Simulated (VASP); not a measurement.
# NaH: convergence, energy along a vibration (SMASS = -2)

NaH, Fm-3m (no. 225), atoms displaced along the mode, 2 atoms in the cell. PBEsol, energy along a line of displacements; PAW potentials Na_pv, H (PBE set). VASP 6.6.1.

Wanted: harmonic frequency within 1 %.

Space group without the displacement: Fm-3m (no. 225); Mode: optical mode at Gamma along [111].

POSCAR of the starting run:
```
NaH
1.0
    0.0000000000      2.4400000000      2.4400000000
    2.4400000000      0.0000000000      2.4400000000
    2.4400000000      2.4400000000      0.0000000000
Na H
1 1
Direct
   -0.0003975568     -0.0003975568     -0.0003975568
    0.5090672017      0.5090672017      0.5090672017

    0.0004850193   0.0004850193   0.0004850193
   -0.0110619861  -0.0110619861  -0.0110619861
```

The series start from k mesh: 5 × 5 × 5; Cutoff (eV): 340; Step along the mode (Å): 0.02; Electronic threshold (eV): 1e-7. Each series keeps the choices made before it, and each single choice may use up half of a tolerance.

## k mesh

| k mesh | Harmonic frequency (THz) | Time (s) |
|---|---|---|
| 3 × 3 × 3 | 14.18 | 16 |
| 4 × 4 × 4 | 14.15 | 24 |
| 5 × 5 × 5 | 14.15 | 34 |
| 7 × 7 × 7 | 14.14 | 69 |
| 8 × 8 × 8 (reference) | 14.15 | 80 |

Chosen: 3 × 3 × 3, the loosest value from which every tighter one stays within half of the tolerance.

## Cutoff (eV)

| Cutoff (eV) | Harmonic frequency (THz) | Time (s) |
|---|---|---|
| 190 | 13.36 | 7.1 |
| 230 | 14.48 | 12 |
| 260 | 14.18 | 12 |
| 300 | 14.07 | 15 |
| 340 | 14.18 | 16 |
| 390 (reference) | 14.08 | 18 |

Chosen: 390; the next looser run is off by more than half of the tolerance, so convergence isn't shown beyond this value.

## Electronic threshold (eV)

| Electronic threshold (eV) | Harmonic frequency (THz) | Time (s) |
|---|---|---|
| 0.001 | 14.08 | 14 |
| 0.0001 | 14.08 | 14 |
| 1e-5 | 14.08 | 14 |
| 1e-6 | 14.08 | 17 |
| 1e-7 | 14.08 | 17 |
| 1e-8 (reference) | 14.08 | 20 |

Chosen: 0.001.

Also changed on the way, by series that aren't shown: Step along the mode (Å): 0.08.

## All choices together

| Input | Harmonic frequency (THz) | Time (s) |
|---|---|---|
| defaults on a coarse mesh (naive) | 14.24 | 5.9 |
| chosen settings | 14.08 | 14 |
| reference settings throughout | 14.04 | 103 |

The chosen settings stay within the tolerance of the reference run, but the reference itself isn't shown to be converged in: Cutoff (eV).

## The input

INCAR:
```
  GGA = PS
  PREC = Accurate
  ENCUT = 390
  EDIFF = 0.001
  ALGO = Normal
  LREAL = False
  LASPH = True
  ISMEAR = 0
  SIGMA = 0.03
  ISYM = 0
  LWAVE = False
  LCHARG = False
  IBRION = 0
  SMASS = -2
  POTIM = 1
  NSW = 9
  NELMIN = 4
  IWAVPR = 11
  KPAR = 2
```

KPOINTS:
```
Automatic mesh
0
Gamma
  3 3 3
  0 0 0
```

POSCAR:
```
NaH
1.0
    0.0000000000      2.4400000000      2.4400000000
    2.4400000000      0.0000000000      2.4400000000
    2.4400000000      2.4400000000      0.0000000000
Na H
1 1
Direct
   -0.0015902272     -0.0015902272     -0.0015902272
    0.5362688068      0.5362688068      0.5362688068

    0.0019400772   0.0019400772   0.0019400772
   -0.0442479443  -0.0442479443  -0.0442479443
```

Commands:
```
cat potpaw_PBE.64/Na_pv/POTCAR potpaw_PBE.64/H/POTCAR > POTCAR
mpirun -np 2 vasp_std > vasp.out
```

Limits: NELMIN = 4 forces that many electronic steps, so a loose EDIFF looks better here than it is.

The chosen input took VASP 6.6.1 14 s on 2 cores (Intel Xeon Platinum 8375C @ 2.90GHz (Ice Lake)), a shared host.
